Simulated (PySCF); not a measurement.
Frontier levels across methods

Compound: phenylacetylene, C₈H₆.
Cartesian coordinates in Å at the PBE0-D3(BJ)/def2-SVP level; atoms count from 1:
```
atom  x, y, z in Å
C1     2.249    2.029    1.678
C2     1.446    1.344    1.080
C3     0.500    0.536    0.376
C4    -0.024    0.967   -0.855
C5    -0.944    0.179   -1.539
C6    -1.353   -1.044   -1.008
C7    -0.838   -1.479    0.214
C8     0.082   -0.698    0.904
H9     2.960    2.637    2.206
H10    0.301    1.925   -1.265
H11   -1.345    0.523   -2.495
H12   -2.076   -1.660   -1.547
H13   -1.157   -2.436    0.632
H14    0.489   -1.033    1.860
```

Basis pcSseg-1 throughout (PySCF), one geometry. Isolated species at its PBE0-D3(BJ)/def2-SVP geometry, gas phase.

Task: How do the orbital energies, the gap and the dipole change with the method?

Result: 
| method | kind | HOMO (eV) | LUMO (eV) | gap (eV) | μ (D) | SCF cycles |
| --- | --- | --- | --- | --- | --- | --- |
| BLYP | GGA | -5.74 | -1.74 | 4.00 | 0.65 | 16 |
| B97-D | GGA | -5.85 | -1.81 | 4.04 | 0.66 | 16 |
| BP86 | GGA | -6.04 | -2.02 | 4.02 | 0.65 | 16 |
| LDA | LDA | -6.15 | -2.16 | 4.00 | 0.64 | 16 |
| PBE0 | global hybrid | -6.91 | -1.09 | 5.83 | 0.66 | 14 |
| BHandHLYP | global hybrid | -7.67 | -0.06 | 7.61 | 0.69 | 13 |
| CAM-B3LYP | range-separated hybrid | -8.06 | 0.00 | 8.06 | 0.66 | 13 |
| HF | Hartree–Fock | -8.76 | 2.45 | 11.21 | 0.71 | 12 |

The HOMO spans 3.02 eV, from BLYP down to HF, and the gap runs from 4.00 eV (LDA) to 11.21 eV (HF). Over the methods BLYP (0 %), B97-D (0 %), BP86 (0 %), LDA (0 %), PBE0 (25 %), BHandHLYP (50 %), HF (100 %), a straight line through the gap against the share of exact exchange rises by 0.72 eV for each 10 % (correlation coefficient 1.000). The dipole ranges from 0.64 D (LDA) to 0.71 D (HF). This basis has no diffuse functions.

Reference dipole: 0.66 D (measured, gas; NIST CCCBDB Release 22 (SRD 101), experimental dipoles); nearest here: B97-D (0.66 D), BP86 (0.65 D), CAM-B3LYP (0.66 D) and BLYP (0.65 D). 

The vertical ΔSCF ionisation energy at wB97X-D/def2-SVPD is 8.74 eV; −ε(HOMO) comes closest to it with HF (8.76 eV).
